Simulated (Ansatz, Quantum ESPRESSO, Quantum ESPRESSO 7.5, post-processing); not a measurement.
# Work function of Re(0001), 4 layers, one monolayer of S on hcp sites

How much energy does it take to lift an electron out of Re(0001), 4 layers, one monolayer of S on hcp sites, and how far do the settings matter?

Method: plane-wave DFT, PBE, GBRV ultrasoft pseudopotentials (geometry and cross-check by Ansatz 0.2.0 with PAW datasets; geometry under PBE), in Quantum ESPRESSO 7.5.

## 1. The structure

The cell holds 5 atoms: 4 Re and 1 S. Cell: a = 2.760 Å, b = 2.760 Å, c = 25.686 Å, α = 90.0°, β = 90.0°, γ = 60.0°. It derives from Re. Vacuum lies along c.

## 2. Geometry from Ansatz

The geometry comes first, from a plane-wave PAW code, so that the later runs on this slab share one structure.

File input.yaml:

```yaml
crystal:
  lattice:
    - [2.76, 0.0, 0.0]
    - [1.38, 2.3902301144, 0.0]
    - [0.0, 0.0, 25.6861]
  atoms:
    - { symbol: Re, position: [0.6666666667, 0.6666666667, 0.3231319663] }
    - { symbol: Re, position: [0.0, 0.0, 0.409898739] }
    - { symbol: Re, position: [0.6666666667, 0.6666666667, 0.4966655117] }
    - { symbol: Re, position: [0.0, 0.0, 0.5834322844] }
    - { symbol: S, position: [0.6666666667, 0.6666666667, 0.6614354365] }
kpoints:
  mp_grid: { grid: [12, 12, 1] }
hamiltonian:
  xc: pbe
scf:
  occupations: { method: fermi_dirac, width: 0.1 }
  convergence: { dr2_threshold: 1.0e-08 }
efield:
  axis: 3
  dipole_correction: true
  ramp_position: 0.97
  ramp_width: 0.04
relax:
  f_tol: 0.01
  constraints: [{ sites: [0, 1] }]
output:
  write_potential: true
  write_density: true
  volumetric_format: npy
```

On the command line:

```
$ ansatz run input.yaml --threads 4 --pin off --max-ram 8192MiB --backend cpu --events-out ev --progress --plain --runs-dir out
```

Planned after this: self-consistent run; electrostatic potential; planar and running averages; valence density; projected density of states; self-consistent run: open boundaries by the effective screening medium; SCF with pw.x: vdW-DF-cx, GBRV ultrasoft; self-consistent run: PBE, SSSP efficiency; self-consistent run: PBE, PseudoDojo norm-conserving; all levels side by side; self-consistent run, with degauss = 0.05 and nosym = True; potential by pp.x; worked from the printed numbers. Settings of the main run: tefield on, dipfield on, cutoff 40 Ry, smearing, Marzari-Vanderbilt smearing, smearing width 0.02 Ry, edir 3, emaxpos 0.97, eopreg 0.04, eamp 0 Hartree a.u., SCF threshold 1.00e-7 Ry, gbrv-pbe-1.5 potentials, 12×12×1 k-mesh, mpi ranks 4, pools 4, omp threads 1.

Q: Predict the work function of the covered face, PBE, GBRV; work function of the bare face, PBE, GBRV; covered face by ESM; and dipole along the normal.

At the first level (PBE, GBRV ultrasoft) the work function comes to 4.29 eV on the upper face and 5.14 eV on the lower. The S layer ends 1.70 Å above the top metal plane and lowers the work function by 0.85 eV against the bare face. This is the step −180.95 p/A = -0.85 eV of the slab's dipole p = 0.03100 e Å, which the dipole correction builds in. The bare face is held at bulk positions, so it is no relaxed clean surface.

```
work function of the covered face, PBE, GBRV : 4.29 eV
work function of the bare face, PBE, GBRV    : 5.14 eV
covered face by ESM                          : 4.29 eV
dipole along the normal                      : 0.0310 e·Å
covered face by Ansatz                       : 4.26 eV
```

ESM differs from the periodic treatment by +1 meV on the upper face and +14 meV on the lower; the slab's dipole converges slowly, so differences of this size remain at the threshold used. Over the levels tried the upper face spans 4.26 eV (Ansatz PBE PAW, sawtooth) to 4.43 eV (QE vdW-DF-cx GBRV ultrasoft, ESM bc1). Quantum ESPRESSO and Ansatz give 4.29 and 4.26 eV for the upper face, which agree. Ansatz ran with Fermi-Dirac smearing of 0.1 eV against cold smearing of 0.02 Ry, which alone can move a level by some tens of meV. With 12×12 points and so few layers the values hold to some 0.05 to 0.1 eV. The slab is cut at a tabulated measured bulk lattice constant, given to two decimals. A full 1×1 monolayer may not be the stable structure at this coverage. Spin-orbit coupling is left out; depending on the atoms that carry the levels of interest, it can split and shift them by tenths of an eV to an eV or more.

[Logs are printed without paths, hosts, clocks, repeated set-up lines and the standing remarks that a program may print on its own settings, such as how far it seeks lower states.]

[Hosts, paths, dates, database ids (printed as entryN), source tags and the programs' standing remarks are cut or masked in the printed files.]

[Maps of the electrostatic potential energy from Ansatz leave out the sawtooth potential of an applied field or a dipole correction, so their vacuum need not be flat; planar profiles and work functions include it.]
